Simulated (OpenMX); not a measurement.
The system is Cd.

```
Cd
1.0
     0.00000    2.21815    2.21815
     2.21815    0.00000    2.21815
     2.21815    2.21815    0.00000
Cd
1
Direct
  0.00000 0.00000 0.00000
```

This isn't the form of Cd at room conditions, which is hcp.

* Program: OpenMX 3.8.5
* Task: single point
* Functional: PBE
* Potentials or basis: OpenMX 2013 PBE set, Cd7.0-s3p2d2, grid cutoff 260 Ry
* k mesh: 11 × 11 × 11
* Occupations: fermi-dirac, width 0.05 eV
* Spin: no spin polarisation

On this cell: pressure 2.7 GPa; band gap on the k mesh none (metal or under the smearing width).

The same run follows on a disturbed copy (cell strained at random at fixed volume):

```
Cd
1.0
    -0.02805    2.22596    2.22309
     2.18709   -0.01565    2.21069
     2.18797    2.21444   -0.01653
Cd
1
Direct
  0.99168 0.00422 0.99384
```

**Question.** What changes?

**Answer.** The energy (extrapolated to zero smearing) moves by +0.9 meV/atom; pressure 2.6 GPa; band gap on the k mesh none (metal or under the smearing width).

Caveats: the real-space grid is coarse for these elements, which adds noise of up to some 20 meV/atom to energies and shifts forces, pressures and volumes; the basis of atomic orbitals isn't converged, which shifts pressures, moduli and gaps.
